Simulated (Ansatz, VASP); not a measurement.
**One calculation of Nb, two programs**

File INCAR:

```
SYSTEM = Nb
ALGO = Normal ; EDIFF = 1E-7
ENCUT = 520 ; GGA = PE
ISIF = 2 ; ISMEAR = -1
LASPH = .TRUE. ; LCHARG = .TRUE.
LELF = .TRUE. ; LREAL = .FALSE.
LVHAR = .TRUE. ; LWAVE = .FALSE.
NBANDS = 12 ; NELM = 80
PREC = Accurate ; SIGMA = 0.1
```

KPOINTS

```
k-points
0
G
  13 13 13
  0 0 0
```

Contents of POSCAR:

```
Nb
1.0
   -1.6547957147      1.6547957147      1.6547957147
    1.6547957147     -1.6547957147      1.6547957147
    1.6547957147      1.6547957147     -1.6547957147
Nb
1
Direct
    0.0000000000      0.0000000000      0.0000000000
```

Input for Ansatz:

```yaml
crystal:
  lattice:
    - [-1.6547957147, 1.6547957147, 1.6547957147]
    - [1.6547957147, -1.6547957147, 1.6547957147]
    - [1.6547957147, 1.6547957147, -1.6547957147]
  atoms:
    - { symbol: Nb, position: [0.0, 0.0, 0.0] }
hamiltonian:
  xc: pbe
  pseudopotentials:
    kind: paw
    azcp:
      Nb: "pseudopotentials/Nb.paw.azcp"
basis:
  ecutwfc: 420
  fft_grid_basis: typed
kpoints:
  mp_grid: { grid: [13, 13, 13], shift: [0, 0, 0] }
magnetization:
  spin_polarized: false
scf:
  occupations: { method: fermi_dirac, width: 0.1 }
  lower_state_search: "off"
output:
  stress: true
```

Alike in both runs: task single point; functional PBE; k mesh 13 × 13 × 13; occupations fermi-dirac, width 0.1 eV; no spin polarisation.

|  | VASP | Ansatz |
| --- | --- | --- |
| version | VASP 6.6.1 | Ansatz 0.2.0 |
| potentials or method | VASP PAW PBE potentials, release 64 (Nb_sv) | plane waves (420 eV) with PAW, scalar-relativistic |
| plane-wave cutoff (eV) | 520 | 420 |
| valence electrons in the cell | 13 | 13 |

VASP gave:

| Quantity | Value |
| --- | --- |
| pressure (GPa) | -0.3 |

Estimate Ansatz's values.

pressure (GPa): 0.0.

With one functional, cell and mesh, what is left measures potentials, basis and numerics.
